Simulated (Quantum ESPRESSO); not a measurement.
## BeS in Quantum ESPRESSO: the effect of functional

BeS:

```
CELL_PARAMETERS angstrom
0.00000 2.42500 2.42500
2.42500 0.00000 2.42500
2.42500 2.42500 0.00000
ATOMIC_POSITIONS crystal
S 0.75000 0.75000 0.75000
Be 0.00000 0.00000 0.00000
```

Alike in all runs:

```yaml
Program: Quantum ESPRESSO 7.5
Task: dielectric tensor
Cutoff: 612 eV
Density_cutoff: 4898 eV
k_mesh: 6 × 6 × 6, shifted
Occupations: fermi-dirac, width 0.05 eV
Spin: no spin polarisation
```

```csv
functional,potentials or basis,pressure (GPa),dielectric constant (mean)
LDA,GBRV 1.5 LDA,-3.2,5.38
PBEsol,GBRV 1.5 PBEsol,?,?
WC,GBRV 1.5 PBE,-0.1,5.37
BLYP,GBRV 1.5 PBE,5.0,5.11
AM05,GBRV 1.5 PBE,0.1,5.35
```

Task: What does the run with functional PBEsol give?

Result: Pressure -0.7 GPa; dielectric constant 5.37 mean.

Caveats: the potentials were made for another functional, which shifts forces and pressure (some runs); the cell is more than 3 GPa from zero pressure, which shifts response properties (some runs).

Runs at the PBE level aren't shown here.
